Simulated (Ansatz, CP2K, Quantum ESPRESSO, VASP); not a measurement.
**TiO2: 4 runs at one level of theory**

```
Ti O
1.0
     4.59984    0.00000    0.00000
     0.00000    4.59984    0.00000
     0.00000    0.00000    2.95921
Ti O
2 4
Cartesian
  0.0000 0.0000 1.4796
  2.2999 2.2999 0.0000
  1.3998 1.3998 1.4796
  0.9001 3.6997 0.0000
  3.6997 0.9001 0.0000
  3.2000 3.2000 1.4796
```

The cell is a database's computed one, not the measured one.

Alike in all runs: task band structure; functional PBEsol; k mesh 6 × 6 × 9; occupations fermi-dirac, width 0.05 eV; no spin polarisation; no spin-orbit coupling. Pressure is positive in compression and, in plane waves, holds the error of the finite cutoff, which Ansatz's Pulay term estimates and takes out. Gaps are the smaller of the mesh's and the band path's.

| program and potentials | plane-wave cutoff (eV) | notes | band gap (eV) | pressure (GPa) | largest force (eV/Å) |
| --- | --- | --- | --- | --- | --- |
| Ansatz, Ansatz PAW | 420 | potentials made for PBE, which Ansatz adapts in part; Pulay term of +0.79 GPa included | 1.83 | -2.79 | 0.069 |
| CP2K, POTENTIAL_UZH Ti GTH-PBE-q12, O GTH-PBE-q6; TZVP-MOLOPT-PBE-GTH basis | - | atomic basis; potentials made for PBE | 1.77 | -1.12 | 0.114 |
| Quantum ESPRESSO, GBRV 1.5 PBEsol | 612 | - | 1.83 | -2.50 | 0.061 |
| VASP, PBE PAW files O, Ti_sv, 520 eV | 520 | potentials made for PBE | 1.80 | -2.13 | - |

Force on atom 3 (O), eV/Å:

```csv
program and potentials,x,y,z
"Ansatz, Ansatz PAW",0.049,0.049,0.000
"CP2K, POTENTIAL_UZH Ti GTH-PBE-q12, O GTH-PBE-q6; TZVP-MOLOPT-PBE-GTH basis",0.072,0.072,0.000
"Quantum ESPRESSO, GBRV 1.5 PBEsol",0.043,0.043,0.000
"VASP, PBE PAW files O, Ti_sv, 520 eV",0.033,0.033,0.000
```

The band gap spans 1.77 (CP2K, POTENTIAL_UZH Ti GTH-PBE-q12, O GTH-PBE-q6; TZVP-MOLOPT-PBE-GTH basis) to 1.83 eV (Ansatz, Ansatz PAW). The pressure spans -2.79 (Ansatz, Ansatz PAW) to -1.12 GPa (CP2K, POTENTIAL_UZH Ti GTH-PBE-q12, O GTH-PBE-q6; TZVP-MOLOPT-PBE-GTH basis). Rows in atomic bases carry the error of their basis and grid, which can be large.

The functional is the same throughout but for its coding, so the spread measures potentials, basis and numerics; runs on potential files found faulty are left out.
